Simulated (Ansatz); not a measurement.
A crystal relaxed with r2SCAN in Ansatz 0.2.0 has space group Fm-3m (No. 225) and a = 5.203 Å.

| atom | site | x | y | z |
| --- | --- | --- | --- | --- |
| Mg | 4a | 0.0000 | 0.0000 | 0.0000 |
| Xx | 4b | 0.5000 | 0.0000 | 0.0000 |

The r2SCAN gap is indirect, 3.46 eV (Γ to X), below the direct gap of 4.64 eV at Γ. HSE06 gives an indirect gap of 3.80 eV, from Γ to X; the least direct gap is 4.83 eV at Γ. Meshes: r2SCAN 8×8×8, HSE06 6×6×6. r2SCAN's ε∞ is 4.9 in all directions.

**Question.** Which element is Xx?
A. Te
B. Se
C. O
D. S

**Answer.** D. Xx is S: MgS in the rocksalt structure. Around Mg lie 6 S at 2.60 Å; around S lie 6 Mg at 2.60 Å.

Calculated for a static, non-magnetic cell.

The meshes of the hybrids are coarse, so their gaps aren't converged to the digits shown.
